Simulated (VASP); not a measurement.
# NaH (I4mm) in VASP: notebook

Runs on NaH. Level: LDA. Tasks: single point.

All numbers are computed with VASP 6.6.1; they aren't measurements. Logs are shortened: lines on timing, memory, paths and dates and some standing lists are left out, and cuts for length are marked.

**1. The cell of the first run**

The structure is tetragonal, space group I4mm (No. 107). The conventional cell has a = 3.451 Å, b = 3.451 Å, c = 4.880 Å, α = 90.00°, β = 90.00°, γ = 90.00°. Na (site symmetry 4mm) has 1 H at 1.99 Å as nearest neighbours. H (site symmetry 4mm) is surrounded by 1 Na at 1.99 Å.

**2. Single point, LDA (atom 2 (H) moved by (-0.450, +0.000) A along x and z)**

INCAR reads:

```
PREC = Accurate ; ENCUT = 520
EDIFF = 1E-6 ; ISMEAR = 0
SIGMA = 0.05 ; LREAL = False
LASPH = True ; NELM = 80
ALGO = Fast ; ISIF = 2
LWAVE = False ; LCHARG = False
NBANDS = 11
```

KPOINTS reads:

```
regular mesh
0
Gamma
  8 8 8
```

POSCAR reads:

```
NaH
1.0
    0.0000000000      2.4400000000      2.4400000000
    2.4400000000      0.0000000000      2.4400000000
    2.4400000000      2.4400000000      0.0000000000
Na H
1 1
Direct
    0.0000000000      0.0000000000      0.0000000000
    0.5922131148      0.4077868852      0.4077868852
```

Potentials or basis: VASP PAW LDA potentials, release 64 (Na_pv, H).

On the command line:

```bash
$ cat potpaw_LDA.64/Na_pv/POTCAR potpaw_LDA.64/H/POTCAR > POTCAR
$ mpirun -np 1 vasp_std > vasp.out
```

OUTCAR:

```text
PREC = Accurate
   ENCUT = 520
   EDIFF = 1E-6
   ISMEAR = 0
   LREAL = False
   LASPH = True
   NELM = 80
   ISIF = 2

 ion  position               nearest neighbor table
   1  0.000  0.000  0.000-
   2  0.592  0.408  0.408-

  LATTYP: Found a face centered cubic cell.
 ALAT       =     4.8800000000

  Lattice vectors:

 A1 = (   0.0000000000,   2.4400000000,   2.4400000000)
 A2 = (   2.4400000000,   0.0000000000,   2.4400000000)
 A3 = (   2.4400000000,   2.4400000000,   0.0000000000)

Analysis of symmetry for initial positions (statically):
=====================================================================
 Subroutine PRICEL returns:
 Original cell was already a primitive cell.

 Routine SETGRP: Setting up the symmetry group for a
 face centered cubic supercell.

 Subroutine GETGRP returns: Found  8 space group operations
 (whereof  8 operations were pure point group operations)
 out of a pool of 48 trial point group operations.

The static configuration has the point symmetry C_4v.

Analysis of symmetry for dynamics (positions and initial velocities):
=====================================================================
 Subroutine PRICEL returns:
 Original cell was already a primitive cell.

 Routine SETGRP: Setting up the symmetry group for a
 face centered cubic supercell.

 Subroutine GETGRP returns: Found  8 space group operations
 (whereof  8 operations were pure point group operations)
 out of a pool of 48 trial point group operations.

The dynamic configuration has the point symmetry C_4v.

 Subroutine INISYM returns: Found  8 space group operations
 (whereof  8 operations are pure point group operations),
 and found     1 'primitive' translations

----------------------------------------------------------------------------------------

                                     Primitive cell

  volume of cell :      29.0536

  direct lattice vectors                    reciprocal lattice vectors
     0.000000000  2.440000000  2.440000000    -0.204918033  0.204918033  0.204918033
     2.440000000  0.000000000  2.440000000     0.204918033 -0.204918033  0.204918033
     2.440000000  2.440000000  0.000000000     0.204918033  0.204918033 -0.204918033

  length of vectors
     3.450681092  3.450681092  3.450681092     0.354928444  0.354928444  0.354928444

  position of ions in fractional coordinates (direct lattice)
     0.000000000  0.000000000  0.000000000
     0.592213115  0.407786885  0.407786885

  ion indices of the primitive-cell ions
   primitive index   ion index
                 1           1
                 2           2

----------------------------------------------------------------------------------------

 KPOINTS: regular mesh

Automatic generation of k-mesh.
 Grid dimensions read from file:
 generate k-points for:    8    8    8

 Generating k-lattice:

  Cartesian coordinates                     Fractional coordinates (reciprocal lattice)
    -0.025614754  0.025614754  0.025614754     0.125000000  0.000000000  0.000000000
     0.025614754 -0.025614754  0.025614754     0.000000000  0.125000000  0.000000000
     0.025614754  0.025614754 -0.025614754     0.000000000  0.000000000  0.125000000

  Length of vectors
     0.044366056  0.044366056  0.044366056

  Shift w.r.t. Gamma in fractional coordinates (k-lattice)
     0.000000000  0.000000000  0.000000000

 Subroutine IBZKPT returns following result:
 ===========================================

 Found     59 irreducible k-points:

 Following reciprocal coordinates:
            Coordinates               Weight
  0.000000  0.000000  0.000000      1.000000
  0.125000  0.000000  0.000000      8.000000
  0.250000  0.000000  0.000000      8.000000
  0.375000  0.000000  0.000000      8.000000
  0.500000  0.000000  0.000000      4.000000
  0.125000  0.125000  0.000000      4.000000
[... 16 lines left out ...]
  0.000000  0.375000  0.250000      8.000000
  0.500000  0.250000  0.000000     16.000000
 [... further k-points ...]
   k-points           NKPTS =     59   k-points in BZ     NKDIM =     59   number of bands    NBANDS=     11
   number of dos      NEDOS =    301   number of ions     NIONS =      2
   total plane-waves  NPLWV =  21952
   dimension x,y,z NGX =    28 NGY =   28 NGZ =   28
   dimension x,y,z NGXF=    56 NGYF=   56 NGZF=   56
   ions per type =               1   1
   NGX,Y,Z   is equivalent  to a cutoff of  13.49, 13.49, 13.49 a.u.
   NGXF,Y,Z  is equivalent  to a cutoff of  26.98, 26.98, 26.98 a.u.
 SYSTEM =  unknown system
   PREC   = accura    normal or accurate (medium, high low for compatibility)
   ISTART =      0    job   : 0-new  1-cont  2-samecut
   ICHARG =      2    charge: 1-file 2-atom 10-const
   ISPIN  =      1    spin polarized calculation?
   LNONCOLLINEAR =      F non collinear calculations
   LSORBIT =      F    spin-orbit coupling
   LASPH  =      T    aspherical Exc in radial PAW
   ENCUT  =  520.0 eV  38.22 Ry    6.18 a.u.   6.42  6.42  6.42*2*pi/ulx,y,z
   NELM   =     80;   NELMIN=  2; NELMDL= -5     # of ELM steps
   EDIFF  = 0.1E-05   stopping-criterion for ELM
   LREAL  =      F    real-space projection
   EDIFFG = 0.1E-04   stopping-criterion for IOM
   NSW    =      0    number of steps for IOM
   IBRION =     -1    ionic relax: 0-MD 1-quasi-New 2-CG
   NFREE  =      0    steps in history (QN), initial steepest desc. (CG)
   ISIF   =      2    stress and relaxation
   ISYM   =      2    0-nonsym 1-usesym 2-fastsym
   POTIM  = 0.5000    time-step for ionic-motion
   TEBEG  =    0.0;   TEEND  =   0.0 temperature during run
   PSTRESS=    0.0 pullay stress
   NELECT =       8.0000    total number of electrons
   NUPDOWN=      -1.0000    fix difference up-down
   EMIN   =  10.00;   EMAX   =-10.00  energy-range for DOS
   EFERMI =   0.00;   METHOD = LEGACY
   ISMEAR =     0;   SIGMA  =   0.05  broadening in eV -4-tet -1-fermi 0-gaus
   EFERMI_NEDOS =   21; number of points for ismear=-14 and -15
   IALGO  =     68    algorithm
   IMIX   =      4    mixing-type and parameters
     AMIX     =   0.40;   BMIX     =  1.00
     AMIX_MAG =   1.60;   BMIX_MAG =  1.00
  volume/ion in A,a.u.               =      14.53        98.03
  Fermi-wavevector in a.u.,A,eV,Ry     =   1.065054  2.012660 15.433636  1.134340
  Thomas-Fermi vector in A             =   2.200593
   LORBIT       =      0    0 simple, 1 ext, 2 COOP (PROOUT), +10 PAW based schemes
   GGA     = CA    functional components
   LHFCALC =     F    Hartree Fock is set to
   AEXX    =    0.0000 exact exchange contribution
   IVDW    =     0    specifies the selected vdW correction
   LEPSILON=     F    determine dielectric tensor
   LRPA    =     F    only Hartree local field effects (RPA)
 non-spin polarized calculation
 RMM-DIIS sequential band-by-band and
 Gauss-broadening in eV      SIGMA  =   0.05
  energy-cutoff  :      520.00
  volume of cell :       29.05
 maximum number of plane-waves:       817
 NGX is ok and might be reduce to    28
   NGX = 13   NGY = 13   NGZ = 13

 number of electron       7.9999996 magnetization

 Free energy of the ion-electron system (eV)
  ---------------------------------------------------
  ext. energy  EPLUGINS =         0.00000000
  ---------------------------------------------------
  free energy    TOTEN  =        -5.27591328 eV

  energy without entropy =       -5.27591328  energy(sigma->0) =       -5.27591328

 E-fermi :  -1.0188     XC(G=0):  -8.0982

 val. band max:       -1.2823253063   @ k =   0.5000   0.2500  -0.2500
 cond. band min:       2.0393086254   @ k =   0.5000   0.0000   0.0000
 fundamental gap:      3.3216339317
 Fermi energy:        -1.0187896073

 k-point     1 :       0.0000    0.0000    0.0000
  band No.  band energies     occupation
      1     -23.4913      2.00000
      2     -23.4913      2.00000
      3     -23.4866      2.00000
      4      -4.9911      2.00000
      5       8.4317      0.00000
      6      13.2438      0.00000
      7      13.2438      0.00000
      8      13.7615      0.00000
      9      15.1175      0.00000
     10      15.1179      0.00000
     11      15.3940      0.00000

 k-point     2 :       0.1250    0.0000    0.0000
  band No.  band energies     occupation
      1     -23.5035      2.00000
      2     -23.4930      2.00000
      3     -23.4894      2.00000
      4      -4.7246      2.00000
      5       7.5869      0.00000
      6      11.2329      0.00000
      7      12.7519      0.00000
      8      13.2201      0.00000
      9      15.1648      0.00000
     10      15.8013      0.00000
     11      16.3660      0.00000

 k-point     3 :       0.2500    0.0000    0.0000
  band No.  band energies     occupation
      1     -23.5353      2.00000
      2     -23.4969      2.00000
      3     -23.4934      2.00000
      4      -3.9645      2.00000
      5       5.4162      0.00000
      6       9.7233      0.00000
      7      12.1293      0.00000
      8      12.5822      0.00000
      9      15.2994      0.00000
     10      15.4556      0.00000
     11      16.9142      0.00000

 k-point     4 :       0.3750    0.0000    0.0000
  band No.  band energies     occupation
      1     -23.5669      2.00000
      2     -23.5008      2.00000
      3     -23.4972      2.00000
      4      -2.8887      2.00000
      5       3.1502      0.00000
      6       9.0758      0.00000
      7      11.7564      0.00000
      8      12.2178      0.00000
      9      14.5310      0.00000
     10      14.5735      0.00000
     11      16.9492      0.00000
[... 239 lines left out ...]
 k-point    22 :       0.3750    0.2500    0.0000
  band No.  band energies     occupation
      1     -23.5515      2.00000
      2     -23.5128      2.00000
      3     -23.5084      2.00000
      4      -2.8534      2.00000
      5       4.4943      0.00000
      6       7.5919      0.00000
      7       9.6064      0.00000
      8      10.7668      0.00000
      9      13.2388      0.00000
     10      17.7522      0.00000
     11      19.6381      0.00000

 k-point    23 :       0.0000    0.3750    0.2500
  band No.  band energies     occupation
      1     -23.5500      2.00000
      2     -23.5131      2.00000
      3     -23.5115      2.00000
      4      -2.8610      2.00000
      5       4.6380      0.00000
      6       7.5871      0.00000
      7       9.7014      0.00000
      8      10.6830      0.00000
      9      12.6239      0.00000
     10      18.4520      0.00000
     11      19.3958      0.00000

 k-point    24 :       0.5000    0.2500    0.0000
  band No.  band energies     occupation
      1     -23.5628      2.00000
      2     -23.5237      2.00000
      3     -23.5096      2.00000
      4      -1.9611      2.00000
      5       3.3017      0.00000
      6       6.0679      0.00000
      7       9.5466      0.00000
      8      10.7552      0.00000
      9      15.3194      0.00000
     10      17.4394      0.00000
     11      18.7740      0.00000

 [... further k-points ...]
[... 5 lines left out ...]
  --------------------------------------------------------------------------------------
  -------------------------------------------------------------------------------------
  Total        0.6360509     -0.4979267     -0.4979267      0.0000000     -0.0000000      0.0000000
  in kB       35.0754305    -27.4584842    -27.4584842      0.0000000     -0.0000000      0.0000000
  external PRESSURE =      -6.6138460 kB  Pullay stress =       0.0000000 kB

 VOLUME and BASIS-vectors are now :
 -----------------------------------------------------------------------------
  energy-cutoff  :      520.00
  volume of cell :       29.05
      direct lattice vectors                 reciprocal lattice vectors
     0.000000000  2.440000000  2.440000000    -0.204918033  0.204918033  0.204918033
     2.440000000  0.000000000  2.440000000     0.204918033 -0.204918033  0.204918033
     2.440000000  2.440000000  0.000000000     0.204918033  0.204918033 -0.204918033

 POSITION                                       TOTAL-FORCE (eV/Angst)
 -----------------------------------------------------------------------------------
      0.00000      0.00000      0.00000        -0.618218      0.000000      0.000000
      1.99000      2.44000      2.44000         0.618218      0.000000      0.000000
 -----------------------------------------------------------------------------------
    total drift:                                0.000591     -0.000000     -0.000000

  FREE ENERGIE OF THE ION-ELECTRON SYSTEM (eV)
  ---------------------------------------------------
  free  energy   TOTEN  =        -5.2759132764 eV

  energy  without entropy=       -5.2759132764  energy(sigma->0) =       -5.27591328
```

Wall time 19 s (1 thread of Intel Xeon 6975P-C (Granite Rapids), shared host); peak memory 0.13 GiB.

What came out:

| Property | Result |
| --- | --- |
| Free energy | -5.2759 eV |
| Pressure | -0.7 GPa |
| Largest force | 0.618 eV/Å |
| Band gap on the k mesh | 3.32 eV, indirect (least direct gap 4.24 eV) |

Forces in eV/Å, atoms in the order of the input:
```
Na  -0.618  0.000  0.000
H    0.618  0.000  0.000
```

Levels at points of the mesh, in eV from the valence-band top:
| k point | band 1 | band 2 | band 3 | band 4 | band 5 | band 6 | band 7 | band 8 |
| --- | --- | --- | --- | --- | --- | --- | --- | --- |
| (0.00, 0.00, 0.00) | -22.21 | -22.21 | -22.20 | -3.71 | 9.71 | 14.53 | 14.53 | 15.04 |
| (0.50, 0.00, 0.00) | -22.30 | -22.22 | -22.22 | -0.92 | 3.32 | 10.17 | 12.92 | 13.40 |
| (0.50, 0.50, 0.00) | -22.29 | -22.24 | -22.24 | -0.19 | 4.23 | 9.24 | 9.36 | 10.46 |
| (0.00, 0.50, 0.50) | -22.29 | -22.24 | -22.24 | -0.25 | 4.41 | 9.55 | 10.14 | 10.14 |

A k mesh can miss the band edges.

**3. Single point, LDA (atom 2 (H) moved by (-0.225, +0.000) A along x and z)**

INCAR reads:

```
SYSTEM = NaH
PREC = Accurate
ENCUT = 520
EDIFF = 1E-7
ISMEAR = 0
SIGMA = 0.05
LREAL = .FALSE.
LASPH = .TRUE.
NELM = 60
ALGO = Normal
ISIF = 2
LWAVE = .FALSE.
LCHARG = .FALSE.
GGA = CA
NBANDS = 11
```

KPOINTS reads:

```
regular mesh
0
G
  8 8 8
  0 0 0
```

POSCAR, as its differences from that of step 2:

```diff
@@ -9,2 +9,2 @@
     0.0000000000      0.0000000000      0.0000000000
-    0.5922131148      0.4077868852      0.4077868852
+    0.5461065574      0.4538934426      0.4538934426
```

Potentials or basis: VASP PAW LDA potentials, release 64 (Na_pv, H).

On the command line:

```bash
$ cat potpaw_LDA.64/Na_pv/POTCAR potpaw_LDA.64/H/POTCAR > POTCAR
$ mpirun -np 1 vasp_std > vasp.out
```

Wall time 13 s (1 thread of Intel Xeon 6975P-C (Granite Rapids), shared host); peak memory 0.13 GiB.

The run converged. Its results:

| Quantity | Value |
| --- | --- |
| Free energy | -5.3601 eV |
| Pressure | -2.3 GPa |
| Largest force | 0.192 eV/Å |
| Band gap on the k mesh | 3.35 eV, indirect (least direct gap 4.26 eV) |

Forces in eV/Å, atoms in the order of the input:
```
Na  -0.192  0.000  0.000
H    0.192  0.000  0.000
```

Stress tensor (GPa, compression positive):
```
-1.28  0.00  0.00
 0.00 -2.75  0.00
 0.00  0.00 -2.75
```

Levels at points of the mesh, in eV from the valence-band top:
```
           k point  band 1  band 2  band 3  band 4  band 5  band 6  band 7  band 8  band 9
(0.00, 0.00, 0.00)  -22.22  -22.22  -22.22   -3.71   10.02   14.82   14.82   15.00   16.06
(0.50, 0.00, 0.00)  -22.31  -22.23  -22.23   -0.91    3.35   10.32   12.90   13.03   15.59
(0.50, 0.50, 0.00)  -22.30  -22.25  -22.25   -0.19    4.24    9.45    9.85   10.26   11.46
(0.00, 0.50, 0.50)  -22.30  -22.25  -22.25   -0.20    4.29    9.56   10.15   10.15   11.04
```

A k mesh can miss the band edges.

**4. Single point, LDA (atom 2 (H) moved by (-0.450, -0.225) A along x and z)**

INCAR, as its differences from that of step 3:

```diff
@@ -3,3 +3,3 @@
 ENCUT = 520
-EDIFF = 1E-7
+EDIFF = 1E-6
 ISMEAR = 0
@@ -9,3 +9,3 @@
 NELM = 60
-ALGO = Normal
+ALGO = Fast
 ISIF = 2
```

KPOINTS reads:

```
Automatic mesh
0
G
  8 8 8
  0 0 0
```

POSCAR, as its differences from that of step 3:

```diff
@@ -9,2 +9,2 @@
     0.0000000000      0.0000000000      0.0000000000
-    0.5461065574      0.4538934426      0.4538934426
+    0.5461065574      0.3616803279      0.4538934426
```

On the command line:

```bash
$ cat potpaw_LDA.64/Na_pv/POTCAR potpaw_LDA.64/H/POTCAR > POTCAR
$ mpirun -np 1 vasp_std > vasp.out
```

It took 38 s on 1 thread of Intel Xeon 6975P-C (Granite Rapids), shared host; peak memory 0.15 GiB.

The run converged. Its results:

```yaml
Free_energy: -5.2684 eV
Pressure: -0.4 GPa
Largest_force: 0.565 eV/Å
Band_gap_on_the_k_mesh: 3.28 eV, indirect (least direct gap 4.19 eV)
```

Forces in eV/Å, atoms in the order of the input:
```
Na  -0.559  0.000 -0.083
H    0.559  0.000  0.083
```

Stress tensor (GPa, compression positive):
```
 3.16  0.00 -0.76
 0.00 -2.80  0.00
-0.76  0.00 -1.54
```

Levels at points of the mesh, in eV from the valence-band top:
| k point | band 1 | band 2 | band 3 | band 4 | band 5 | band 6 | band 7 | band 8 |
| --- | --- | --- | --- | --- | --- | --- | --- | --- |
| (0.00, 0.00, 0.00) | -22.20 | -22.19 | -22.17 | -3.70 | 9.64 | 14.53 | 14.64 | 15.01 |
| (0.50, 0.00, 0.00) | -22.27 | -22.21 | -22.19 | -0.92 | 3.38 | 10.04 | 13.02 | 13.64 |
| (0.00, 0.50, 0.00) | -22.28 | -22.20 | -22.18 | -0.91 | 3.28 | 10.30 | 12.94 | 13.28 |
| (0.50, 0.50, 0.00) | -22.27 | -22.22 | -22.21 | -0.19 | 4.29 | 9.25 | 9.35 | 10.48 |
| (0.00, 0.50, 0.50) | -22.27 | -22.22 | -22.22 | -0.23 | 4.42 | 9.45 | 9.79 | 10.26 |
| (0.50, 0.00, 0.50) | -22.27 | -22.23 | -22.20 | -0.18 | 4.24 | 8.93 | 9.69 | 10.36 |

A k mesh can miss the band edges.

**5. Summary**

| cell | gap on the mesh (eV) | pressure (GPa) | largest force (eV/Å) |
| --- | --- | --- | --- |
| atom 2 (H) moved by (-0.450, +0.000) A along x and z | 3.32 | -0.7 | 0.62 |
| atom 2 (H) moved by (-0.225, +0.000) A along x and z | 3.35 | -2.3 | 0.19 |
| atom 2 (H) moved by (-0.450, -0.225) A along x and z | 3.28 | -0.4 | 0.56 |

Alike in all rows: task single point; level LDA; potentials or basis VASP PAW LDA potentials, release 64 (Na_pv, H); no spin polarisation; k mesh 8 × 8 × 8; cutoff (eV) 520; smearing gaussian 0.05 eV.

Absolute energies hang on the potentials; compare differences alone.
